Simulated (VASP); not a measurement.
# Co under changes of volume

One of the cells (11.251 Å³/atom); the others are scaled copies at fixed shape and fractional positions:

```
Co
1.0
    -1.41161    1.41161    1.41161
     1.41161   -1.41161    1.41161
     1.41161    1.41161   -1.41161
Co
1
Direct
  0.00000 0.00000 0.00000
```

This isn't the form of Co at room conditions, which is hcp.

- Program: VASP 6.6.1
- Functional: PBE
- Potentials or basis: VASP PAW PBE potentials, release 64 (Co)
- Cutoff: 520 eV
- k mesh: 13 × 13 × 13
- Occupations: fermi-dirac, width 0.05 eV
- Spin: collinear spin, ferromagnetic start
- Starting moments: [2.0] μB

```tsv
volume (Å³/atom)	energy over the lowest point (meV/atom)	pressure (GPa)	moment (μB per cell)
10.369	?	?	?
10.589	8.84	9.1	1.68
10.810	0.00	4.1	1.68
11.251	1.05	-4.1	1.70
11.472	9.39	-7.5	1.72
11.692	21.92	-10.4	1.74
```

**Question.** What does the run at 10.369 Å³/atom give?

**Answer.** Energy over the lowest point 24.94 meV/atom; pressure 14.6 GPa; moment 1.67 μB per cell.

Worked out: A Birch-Murnaghan fit of order 3 (a polynomial in V^(-2/3)) to the other rows has its minimum at 11.00 Å³/atom with B0 = V·E''(V) = 209 GPa and B' = 6.0. It gives 25.12 meV/atom at 10.369 Å³/atom, against the run's 24.94, and -dE/dV = 14.8 GPa, against 14.6. A parabola through the other rows of the moment, of slope -0.0276 μB per Å³/atom there, extrapolates to 1.68 μB, against the run's 1.67.

Energies are extrapolated to zero smearing.
